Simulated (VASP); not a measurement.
# Bi (C2/m) in VASP: notebook

The runs below take Bi through single point, with PBE.

All numbers are computed with VASP 6.6.1; they aren't measurements. Logs are shortened: lines on timing, memory, paths and dates and some standing lists are left out, and cuts for length are marked.

## (1) The structure

It takes space group C2/m (No. 12, monoclinic). Conventional cell: a = 6.977 Å, b = 6.265 Å, c = 3.359 Å, α = 90.00°, β = 112.04°, γ = 90.00°. Around Bi (site symmetry m) lie 6 Bi at 3.21 to 3.45 Å.

This isn't the form of Bi at room conditions, which is rhombohedral.

## (2) Single point, PBE

INCAR reads:

```
PREC = Accurate
ENCUT = 650
EDIFF = 1E-6
ISMEAR = 1
SIGMA = 0.15
LREAL = F
LASPH = T
NELM = 100
ALGO = Normal
ISIF = 2
LWAVE = F
LCHARG = F
GGA = PE
NBANDS = 22
ADDGRID = F
```

KPOINTS reads:

```
Automatic mesh
0
Gamma
  4 4 5
```

POSCAR reads:

```
Bi
1.0
    3.4885980000     -3.1325780000      0.0000000000
    3.4885980000      3.1325780000      0.0000000000
   -1.2602350000      0.0000000000      3.1135500000
Bi
2
Direct
    0.7530610000      0.7530610000      0.8573820000
    0.2469390000      0.2469390000      0.1426180000
```

Potentials or basis: VASP PAW PBE potentials, release 64 (Bi_d).

Command:

```sh
$ cat potpaw_PBE.64/Bi_d/POTCAR > POTCAR
$ mpirun -np 1 vasp_std > vasp.out
```

OUTCAR:

```text
PREC = Accurate
   ENCUT = 650
   EDIFF = 1E-6
   ISMEAR = 1
   LREAL = F
   LASPH = T
   NELM = 100
   ISIF = 2
   GGA = PE

 Found     27 irreducible k-points:

 Following reciprocal coordinates:
            Coordinates               Weight
  0.000000  0.000000  0.000000      1.000000
  0.250000  0.000000  0.000000      4.000000
  0.500000  0.000000  0.000000      2.000000
  0.250000  0.250000  0.000000      2.000000
  0.500000  0.250000  0.000000      4.000000
 -0.250000  0.250000  0.000000      2.000000
   k-points           NKPTS =     27   k-points in BZ     NKDIM =     27   number of bands    NBANDS=     22
   number of dos      NEDOS =    301   number of ions     NIONS =      2
   total plane-waves  NPLWV =  44800
   dimension x,y,z NGX =    40 NGY =   40 NGZ =   28
   dimension x,y,z NGXF=    80 NGYF=   80 NGZF=   56
   ions per type =               2
   NGX,Y,Z   is equivalent  to a cutoff of  14.18, 14.18, 13.86 a.u.
   NGXF,Y,Z  is equivalent  to a cutoff of  28.37, 28.37, 27.72 a.u.
 SYSTEM =  unknown system
   PREC   = accura    normal or accurate (medium, high low for compatibility)
   ISTART =      0    job   : 0-new  1-cont  2-samecut
   ICHARG =      2    charge: 1-file 2-atom 10-const
   ISPIN  =      1    spin polarized calculation?
   LNONCOLLINEAR =      F non collinear calculations
   LSORBIT =      F    spin-orbit coupling
   LASPH  =      T    aspherical Exc in radial PAW
   ENCUT  =  650.0 eV  47.77 Ry    6.91 a.u.   9.75  9.75  6.98*2*pi/ulx,y,z
   NELM   =    100;   NELMIN=  2; NELMDL= -5     # of ELM steps
   EDIFF  = 0.1E-05   stopping-criterion for ELM
   LREAL  =      F    real-space projection
   EDIFFG = 0.1E-04   stopping-criterion for IOM
   NSW    =      0    number of steps for IOM
   IBRION =     -1    ionic relax: 0-MD 1-quasi-New 2-CG
   NFREE  =      0    steps in history (QN), initial steepest desc. (CG)
   ISIF   =      2    stress and relaxation
   ISYM   =      2    0-nonsym 1-usesym 2-fastsym
   POTIM  = 0.5000    time-step for ionic-motion
   TEBEG  =    0.0;   TEEND  =   0.0 temperature during run
   PSTRESS=    0.0 pullay stress
   NELECT =      30.0000    total number of electrons
   NUPDOWN=      -1.0000    fix difference up-down
   EMIN   =  10.00;   EMAX   =-10.00  energy-range for DOS
   EFERMI =   0.00;   METHOD = LEGACY
   ISMEAR =     1;   SIGMA  =   0.15  broadening in eV -4-tet -1-fermi 0-gaus
   EFERMI_NEDOS =   21; number of points for ismear=-14 and -15
   IALGO  =     38    algorithm
   IMIX   =      4    mixing-type and parameters
     AMIX     =   0.40;   BMIX     =  1.00
     AMIX_MAG =   1.60;   BMIX_MAG =  1.00
  volume/ion in A,a.u.               =      34.03       229.62
  Fermi-wavevector in a.u.,A,eV,Ry     =   1.245955  2.354514 21.121737  1.552404
  Thomas-Fermi vector in A             =   2.380154
   LORBIT       =      0    0 simple, 1 ext, 2 COOP (PROOUT), +10 PAW based schemes
   GGA     = PE    functional components
   LHFCALC =     F    Hartree Fock is set to
   AEXX    =    0.0000 exact exchange contribution
   IVDW    =     0    specifies the selected vdW correction
   LEPSILON=     F    determine dielectric tensor
   LRPA    =     F    only Hartree local field effects (RPA)
 non-spin polarized calculation
 Methfessel and Paxton  Order N= 1 SIGMA  =   0.15
  energy-cutoff  :      650.00
  volume of cell :       68.05
 maximum number of plane-waves:      2570
 NGX is ok and might be reduce to    40
   NGX = 19   NGY = 19   NGZ = 13

 number of electron      30.0000000 magnetization

 Free energy of the ion-electron system (eV)
  ---------------------------------------------------
  ext. energy  EPLUGINS =         0.00000000
  ---------------------------------------------------
  free energy    TOTEN  =        -7.66219269 eV

  energy without entropy =       -7.66386004  energy(sigma->0) =       -7.66274848

 E-fermi :   6.7076     XC(G=0):  -9.7810

 val. band max:        6.6790098353   @ k =   0.0000   0.0000   0.2000
 cond. band min:       6.7543762094   @ k =  -0.2500  -0.2500   0.2000
 fundamental gap:      0.0753663741
 Fermi energy:         6.7075799187

 k-point     1 :       0.0000    0.0000    0.0000
  band No.  band energies     occupation
      1     -16.1944      2.00000
      2     -16.1744      2.00000
      3     -16.1457      2.00000
      4     -16.0832      2.00000
      5     -16.0234      2.00000
      6     -16.0104      2.00000
      7     -15.9850      2.00000
      8     -15.9848      2.00000
      9     -15.9207      2.00000
     10     -15.8321      2.00000
     11      -6.3265      2.00000
     12      -2.4107      2.00000
     13       3.7241      2.00000
     14       3.9816      2.00000
     15       9.5613     -0.00000
     16       9.8337      0.00000
     17      10.5098      0.00000
     18      10.8576      0.00000
     19      11.0180      0.00000
     20      13.5020      0.00000
     21      15.0002      0.00000
     22      15.4627      0.00000

 k-point     2 :       0.2500    0.0000    0.0000
  band No.  band energies     occupation
      1     -16.1938      2.00000
      2     -16.1620      2.00000
      3     -16.1373      2.00000
      4     -16.0591      2.00000
      5     -16.0244      2.00000
      6     -16.0114      2.00000
      7     -15.9790      2.00000
      8     -15.9742      2.00000
      9     -15.9401      2.00000
     10     -15.8704      2.00000
     11      -5.9246      2.00000
     12      -3.2601      2.00000
     13       4.3471      2.00000
     14       4.4323      2.00000
     15       7.9545     -0.00000
     16       8.4572     -0.00000
     17      10.4371      0.00000
     18      11.2301      0.00000
     19      11.3299      0.00000
     20      14.7580      0.00000
     21      15.6533      0.00000
     22      16.5685      0.00000

 k-point     3 :       0.5000    0.0000    0.0000
  band No.  band energies     occupation
      1     -16.1961      2.00000
      2     -16.1677      2.00000
      3     -16.0836      2.00000
      4     -16.0509      2.00000
      5     -16.0188      2.00000
      6     -15.9937      2.00000
      7     -15.9909      2.00000
      8     -15.9663      2.00000
      9     -15.9497      2.00000
     10     -15.9317      2.00000
     11      -4.8861      2.00000
     12      -4.6825      2.00000
     13       5.6367      2.00000
     14       5.8155      2.00000
     15       6.0525      2.00000
     16       6.1039      2.00000
     17      10.1581      0.00000
     18      11.2886      0.00000
     19      14.4083      0.00000
     20      15.1439      0.00000
     21      15.3848      0.00000
     22      15.8049      0.00000

 k-point     4 :       0.2500    0.2500    0.0000
  band No.  band energies     occupation
      1     -16.1911      2.00000
      2     -16.1683      2.00000
      3     -16.0977      2.00000
      4     -16.0426      2.00000
      5     -16.0206      2.00000
      6     -16.0204      2.00000
      7     -15.9861      2.00000
      8     -15.9650      2.00000
      9     -15.9522      2.00000
     10     -15.9073      2.00000
     11      -5.5985      2.00000
     12      -3.5040      2.00000
     13       2.6270      2.00000
     14       4.9273      2.00000
     15       7.1555     -0.00020
     16      10.0233      0.00000
     17      11.2490      0.00000
     18      11.2913      0.00000
     19      12.2911      0.00000
     20      14.7413      0.00000
     21      15.6648      0.00000
     22      16.9241      0.00000

 k-point     5 :       0.5000    0.2500    0.0000
  band No.  band energies     occupation
      1     -16.1965      2.00000
      2     -16.1735      2.00000
      3     -16.0595      2.00000
      4     -16.0326      2.00000
      5     -16.0119      2.00000
      6     -15.9970      2.00000
      7     -15.9903      2.00000
      8     -15.9745      2.00000
      9     -15.9640      2.00000
     10     -15.9499      2.00000
     11      -4.6998      2.00000
     12      -4.4730      2.00000
     13       2.9480      2.00000
     14       3.0957      2.00000
     15       9.4799     -0.00000
     16       9.6590     -0.00000
     17      10.1426      0.00000
     18      10.9595      0.00000
     19      14.9759      0.00000
     20      15.5361      0.00000
     21      15.9252      0.00000
     22      16.4086      0.00000

 k-point     6 :      -0.2500    0.2500    0.0000
  band No.  band energies     occupation
      1     -16.1987      2.00000
      2     -16.1690      2.00000
      3     -16.1171      2.00000
      4     -16.0386      2.00000
      5     -16.0103      2.00000
      6     -16.0093      2.00000
      7     -15.9841      2.00000
      8     -15.9692      2.00000
      9     -15.9558      2.00000
     10     -15.8981      2.00000
     11      -5.5124      2.00000
     12      -3.6850      2.00000
     13       2.7077      2.00000
     14       5.2314      2.00000
     15       7.1552     -0.00020
     16      10.4288      0.00000
     17      10.7172      0.00000
     18      10.8333      0.00000
     19      12.5356      0.00000
     20      14.3381      0.00000
     21      15.4130      0.00000
     22      15.4604      0.00000

 [... further k-points ...]
[... 5 lines left out ...]
  --------------------------------------------------------------------------------------
  -------------------------------------------------------------------------------------
  Total        0.0128950     -0.4553639      0.5697881      0.0000000      0.0000000     -0.0741266
  in kB        0.3035946    -10.7208821     13.4148345      0.0000000      0.0000000     -1.7452029
  external PRESSURE =       0.9991823 kB  Pullay stress =       0.0000000 kB

 VOLUME and BASIS-vectors are now :
 -----------------------------------------------------------------------------
  energy-cutoff  :      650.00
  volume of cell :       68.05
      direct lattice vectors                 reciprocal lattice vectors
     3.488598000 -3.132578000  0.000000000     0.143324052 -0.159612945  0.058011590
     3.488598000  3.132578000  0.000000000     0.143324052  0.159612945  0.058011590
    -1.260235000  0.000000000  3.113550000     0.000000000  0.000000000  0.321176792

 POSITION                                       TOTAL-FORCE (eV/Angst)
 -----------------------------------------------------------------------------------
      4.17375      0.00000      2.66950         0.114581      0.000000      0.100988
      1.54321      0.00000      0.44405        -0.114581      0.000000     -0.100988
 -----------------------------------------------------------------------------------
    total drift:                               -0.000000     -0.000000      0.000000

  FREE ENERGIE OF THE ION-ELECTRON SYSTEM (eV)
  ---------------------------------------------------
  free  energy   TOTEN  =        -7.6621926916 eV

  energy  without entropy=       -7.6638600432  energy(sigma->0) =       -7.66274848
```

Run time: 18 s. Hardware: 1 thread of Intel Xeon Platinum 8488C (Sapphire Rapids), shared host; peak memory 0.21 GiB.

These settings aren't checked as converged: the numbers below hold their error.

Results:

* Free energy: -7.6622 eV
* Pressure: 0.1 GPa
* Largest force: 0.153 eV/Å
* Band gap on the k mesh: none (metal or under the smearing width)

Caveat: the k mesh is coarse (spacing up to 0.40 Å⁻¹), so the values aren't converged; spin-orbit coupling is left out, which moves the levels of the heavy elements.

## (3) Single point, PBE

Edit INCAR of step 2 so:

```diff
@@ -1,3 +1,3 @@
 PREC = Accurate
-ENCUT = 650
+ENCUT = 220
 EDIFF = 1E-6
```

KPOINTS reads:

```
Automatic mesh
0
Gamma
  7 7 9
```

POSCAR is that of step 2.

Potentials or basis: VASP PAW PBE potentials, release 64 (Bi_d).

Command:

```sh
$ cat potpaw_PBE.64/Bi_d/POTCAR > POTCAR
$ mpirun -np 1 vasp_std > vasp.out
```

Run time: 16 s. Hardware: 1 thread of Intel Xeon Platinum 8488C (Sapphire Rapids), shared host; peak memory 0.15 GiB.

The run converged, but a check on its numbers failed (symmetry, net force, bounds or a known fault of this set-up), so they aren't taken as properties of the crystal.

Caveat: the cutoff lies under the usual one of these potentials, so the numbers hold a large basis-set error; spin-orbit coupling is left out, which moves the levels of the heavy elements.

## (4) Single point, PBE

Edit INCAR of step 3 so:

```diff
@@ -1,3 +1,3 @@
 PREC = Accurate
-ENCUT = 220
+ENCUT = 650
 EDIFF = 1E-6
```

KPOINTS reads:

```
Automatic mesh
0
Gamma
  4 4 6
```

POSCAR is that of step 3.

Command:

```sh
$ cat potpaw_PBE.64/Bi_d/POTCAR > POTCAR
$ mpirun -np 1 vasp_std > vasp.out
```

It took 24 s on 1 thread of Intel Xeon Platinum 8488C (Sapphire Rapids), shared host; peak memory 0.22 GiB.

The run converged, but some of its settings lie outside the range that counts as converged, so its numbers aren't taken as properties of the crystal.

Results:

```
Free energy            : -7.7033 eV
Pressure               : -0.1 GPa
Largest force          : 0.112 eV/Å
Band gap on the k mesh : none (metal or under the smearing width)
```

Caveat: spin-orbit coupling is left out, which moves the levels of the heavy elements.

## (5) Single point, PBE

Edit INCAR of step 4 so:

```diff
@@ -1,3 +1,3 @@
 PREC = Accurate
-ENCUT = 650
+ENCUT = 340
 EDIFF = 1E-6
```

KPOINTS reads:

```
Automatic mesh
0
Gamma
  7 7 9
```

POSCAR is that of step 4.

Command:

```sh
$ cat potpaw_PBE.64/Bi_d/POTCAR > POTCAR
$ mpirun -np 1 vasp_std > vasp.out
```

It took 32 s on 1 thread of Intel Xeon Platinum 8488C (Sapphire Rapids), shared host; peak memory 0.19 GiB.

These settings aren't checked as converged: the numbers below hold their error.

Results:

```yaml
Free_energy: -7.6773 eV
Pressure: -0.6 GPa
Largest_force: 0.069 eV/Å
Band_gap_on_the_k_mesh: none (metal or under the smearing width)
```

Caveat: spin-orbit coupling is left out, which moves the levels of the heavy elements.

## (6) Single point, PBE

Edit INCAR of step 5 so:

```diff
@@ -1,3 +1,3 @@
 PREC = Accurate
-ENCUT = 340
+ENCUT = 400
 EDIFF = 1E-6
```

KPOINTS is that of step 5.

POSCAR is that of step 5.

Potentials or basis: VASP PAW PBE potentials, release 64 (Bi_d).

Command:

```sh
$ cat potpaw_PBE.64/Bi_d/POTCAR > POTCAR
$ mpirun -np 1 vasp_std > vasp.out
```

It took 35 s on 1 thread of Intel Xeon Platinum 8488C (Sapphire Rapids), shared host; peak memory 0.22 GiB.

The run converged, but some of its settings lie outside the range that counts as converged, so its numbers aren't taken as properties of the crystal.

Results:

```
Free energy            : -7.6812 eV
Pressure               : -0.1 GPa
Largest force          : 0.069 eV/Å
Band gap on the k mesh : none (metal or under the smearing width)
```

Caveat: spin-orbit coupling is left out, which moves the levels of the heavy elements.

## (7) For comparison

An earlier run on the cell as given: functional PBEsol; potentials or basis VASP PAW PBE potentials, release 64 (Bi_d); cutoff 520 eV; k mesh 6 × 6 × 9; occupations fermi-dirac, width 0.05 eV; no spin polarisation.

- Pressure: -2.5 GPa
- Largest force: 0.057 eV/Å
- Band gap on the k mesh: none (metal or under the smearing width)
